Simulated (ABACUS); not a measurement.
**Pb under changes of volume**

One of the cells (31.034 Å³/atom); the others are scaled copies at fixed shape and fractional positions:

```
CELL_PARAMETERS angstrom
-1.97966 1.97966 1.97966
1.97966 -1.97966 1.97966
1.97966 1.97966 -1.97966
ATOMIC_POSITIONS crystal
Pb 0.00000 0.00000 0.00000
```

This isn't the form of Pb at room conditions, which is fcc.

```yaml
Program: ABACUS 3.10.1
Functional: PBE
Potentials_or_basis: PseudoDojo NC SR 0.4.1 PBE standard
Cutoff: 857 eV
Density_cutoff: 3429 eV
Basis: plane waves
k_mesh: 9 × 9 × 9
Occupations: fermi-dirac, width 0.05 eV
Spin: no spin polarisation
```

```tsv
volume (Å³/atom)	energy over the lowest point (meV/atom)	pressure (GPa)
29.172	26.55	3.9
29.792	13.73	2.8
30.413	5.38	1.7
31.034	0.97	0.8
31.654	0.00	0.0
32.275	?	?
32.896	6.47	-1.3
```

Task: What does the run at 32.275 Å³/atom give?

Result: Energy over the lowest point 1.98 meV/atom; pressure -0.7 GPa.

Worked out: A Birch-Murnaghan fit of order 3 (a polynomial in V^(-2/3)) to the other rows has its minimum at 31.54 Å³/atom with B0 = V·E''(V) = 40 GPa and B' = 6.3. It gives 1.95 meV/atom at 32.275 Å³/atom, against the run's 1.98, and -dE/dV = -0.9 GPa, against -0.7.

Energies are extrapolated to zero smearing.
